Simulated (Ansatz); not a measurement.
**InP under changes of volume**

One of the cells (25.167 Å³/atom); the others are scaled copies at fixed shape and fractional positions:

```
CELL_PARAMETERS angstrom
0.00000 2.93050 2.93050
2.93050 0.00000 2.93050
2.93050 2.93050 0.00000
ATOMIC_POSITIONS crystal
In 0.00000 0.00000 0.00000
P 0.75000 0.75000 0.75000
```

```yaml
Program: Ansatz 0.2.0
Functional: LDA
Potentials_or_basis: all-electron LAPW, scalar-relativistic
Cutoff: 245 eV (chosen from the basis error)
Basis_error_allowed: 0.001 eV/atom
k_mesh: 8 × 8 × 8
Occupations: fermi-dirac, width 0.05 eV
Spin: no spin polarisation
```

```csv
volume (Å³/atom),energy over the lowest point (meV/atom),pressure (GPa),gap on the mesh (eV)
23.657,11.16,3.5,0.81
24.160,2.97,1.7,0.70
24.663,0.00,0.2,0.59
25.167,1.65,-1.2,0.48
25.670,?,?,?
26.173,16.89,-3.5,0.27
26.677,29.61,-4.5,0.16
```

**Question.** What does the run at 25.670 Å³/atom give?

**Answer.** Energy over the lowest point 7.43 meV/atom; pressure -2.4 GPa; gap on the mesh 0.37 eV.

Worked out: A Birch-Murnaghan fit of order 3 (a polynomial in V^(-2/3)) to the other rows has its minimum at 24.73 Å³/atom with B0 = V·E''(V) = 71 GPa and B' = 4.8. It gives 7.44 meV/atom at 25.670 Å³/atom, against the run's 7.43, and -dE/dV = -2.4 GPa, against -2.4. A straight line through the other rows of the gap, of slope -5.4 eV per unit of ln V (its deformation potential), gives 0.37 eV, against the run's 0.37.

Energies are extrapolated to zero smearing.

Caveats: spin-orbit coupling is left out, which moves the levels of the heavy elements.
